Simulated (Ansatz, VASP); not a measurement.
**Two plane-wave programs on BaTe**

INCAR

```
SYSTEM = BaTe
PREC     = Accurate       ! precision mode
ENCUT    = 520            ! plane-wave cutoff, eV
EDIFF    = 1E-6           ! SCF threshold, eV
ISMEAR   = 0              ! smearing method
SIGMA    = 0.05           ! smearing width, eV
LREAL    = .FALSE.        ! projectors in reciprocal space
LASPH    = .TRUE.         ! aspherical terms in the spheres
NELM     = 80             ! most SCF steps
ALGO     = Normal         ! electronic algorithm
ISIF     = 2              ! what is computed and relaxed
LWAVE    = .FALSE.        ! write WAVECAR
LCHARG   = .TRUE.         ! write CHGCAR
GGA      = CA             ! functional
LELF     = .TRUE.         ! ELF
LVHAR    = .TRUE.       
NBANDS   = 15             ! bands
```

KPOINTS

```
Automatic mesh
0
G
  8 8 8
  0 0 0
```

POSCAR

```
BaTe
1.0
    4.1166807260      0.0000000000      0.0000000000
    0.0000000000      4.1166807260      0.0000000000
    0.0000000000      0.0000000000      4.1166807260
Ba Te
1 1
Direct
    0.0000000000      0.0000000000      0.0000000000
    0.5000000000      0.5000000000      0.5000000000
```

Input for Ansatz:

```yaml
crystal:
  lattice:
    - [4.116680726, 0.0, 0.0]
    - [0.0, 4.116680726, 0.0]
    - [0.0, 0.0, 4.116680726]
  atoms:
    - { symbol: Ba, position: [0.0, 0.0, 0.0] }
    - { symbol: Te, position: [0.5, 0.5, 0.5] }
basis:
  ecutwfc: 420
kpoints:
  mp_grid: { grid: [8, 8, 8] }
hamiltonian:
  xc: lda
scf:
  occupations: { method: gaussian, width: 0.05 }
output:
  forces: true
  stress: true
  eigenvalues: true
```

The cell comes from a database or a generator and needn't be the stable form of this composition.

Alike in both runs: task single point; functional LDA; k mesh 8 × 8 × 8; occupations gaussian, width 0.05 eV; no spin polarisation.

```csv
,VASP,Ansatz
version,VASP 6.6.1,Ansatz 0.2.0
potentials or method,"VASP PAW LDA potentials, release 64 (Ba_sv, Te)","scalar-relativistic, plane waves, PAW"
plane-wave cutoff (eV),520,420
valence electrons in the cell,16,26
```

```tsv
	VASP	Ansatz	Ansatz less VASP
gap on the k mesh at the Fermi level (eV)	0.40	0.54	+0.140
least direct gap on the mesh (eV)	0.74	0.86	+0.128
pressure (GPa)	0.7	0.0	-0.73
```

The two sets of potentials don't hold the same shells in valence.

Caveats: spin-orbit coupling is left out, which moves the levels of the heavy elements.
